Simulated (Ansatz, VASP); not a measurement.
**NbH2: VASP beside Ansatz**

Contents of INCAR:

```
PREC = Accurate ; ENCUT = 600
EDIFF = 1E-6 ; ISMEAR = 0
SIGMA = 0.1 ; LREAL = F
LASPH = T ; NELM = 100
ALGO = Normal ; ISIF = 3
LWAVE = F ; LCHARG = F
IBRION = 2 ; NSW = 100
EDIFFG = -0.05
```

KPOINTS

```
Automatic mesh
0
Gamma
  8 8 8
```

Contents of POSCAR:

```
NbH2
1.0
    0.0000000000      2.2815000000      2.2815000000
    2.2815000000      0.0000000000      2.2815000000
    2.2815000000      2.2815000000      0.0000000000
Nb H
1 2
Direct
    0.0000000000      0.0000000000      0.0000000000
    0.2500000000      0.2500000000      0.2500000000
    0.7500000000      0.7500000000      0.7500000000
```

Input for Ansatz:

```yaml
crystal:
  lattice:
    - [0.0, 2.2815, 2.2815]
    - [2.2815, 0.0, 2.2815]
    - [2.2815, 2.2815, 0.0]
  atoms:
    - { symbol: Nb, position: [0.0, 0.0, 0.0] }
    - { symbol: H, position: [0.25, 0.25, 0.25] }
    - { symbol: H, position: [0.75, 0.75, 0.75] }
basis:
  ecutwfc: 420
kpoints:
  mp_grid: { grid: [8, 8, 8] }
hamiltonian:
  xc: lda
scf:
  occupations: { method: gaussian, width: 0.1 }
output:
  forces: true
  stress: true
  eigenvalues: true
relax:
  adjacent_minimum: "off"
  f_tol: 0.05
  max_steps: 80
  cell: { stress_tol: 0.5 }
```

Alike in both runs: task relaxation of cell and atoms; functional LDA; k mesh 8 × 8 × 8; occupations gaussian, width 0.1 eV; no spin polarisation.

```csv
,VASP,Ansatz
version,VASP 6.6.1,Ansatz 0.2.0
potentials or method,"VASP PAW LDA potentials, release 64 (Nb_sv, H)","scalar-relativistic, plane waves, PAW"
plane-wave cutoff (eV),600,420
valence electrons in the cell,15,15
```

```tsv
	VASP	Ansatz	Ansatz less VASP
gap on the k mesh at the Fermi level, each at its own relaxed structure (eV)	none	none	-
relaxed volume (Å³/atom)	7.58	7.58	+0.001
relaxed cell length with the largest relative difference (Å)	3.179	3.180	+0.0001
energy change over the relaxation (meV/atom)	-9	-9	+0.1
```

A gap of «none» marks a metal or a gap that the smearing closes.

 LDA usually gives volumes a few per cent too small. Zero-point motion and thermal expansion aren't in these numbers.
